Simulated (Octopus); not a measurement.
**AlN in Octopus: the effect of functional**

Crystal: AlN.

```xyz
2
Lattice="0.0000 2.0345 2.0345 2.0345 0.0000 2.0345 2.0345 2.0345 0.0000" Properties=species:S:1:pos:R:3 pbc="T T T"
Al    2.0345    2.0345    2.0345
N     0.0000    0.0000    0.0000
```

Measurements of this composition are mostly on another form, of space group No. 186.

Alike in all runs:

```yaml
Program: Octopus 16.4
Task: single point
Potentials_or_basis: pseudodojo_pbe (PseudoDojo 0.5, PBE)
Grid_spacing: 0.131 Å
k_mesh: 11 × 11 × 11
Occupations: fermi-dirac, width 0.05 eV
Spin: no spin polarisation
```

| functional | gap on the mesh (eV) |
| --- | --- |
| LDA | 4.56 |
| PBEsol | 4.55 |
| RPBE | 4.63 |
| revPBE | 4.63 |
| BLYP | ? |

Problem. What does the run with functional BLYP give?

Solution. gap on the mesh 4.85 eV.

Caveats: an odd mesh through Γ misses points on the zone boundary, where band edges often lie.

Runs at the PBE level aren't shown here.
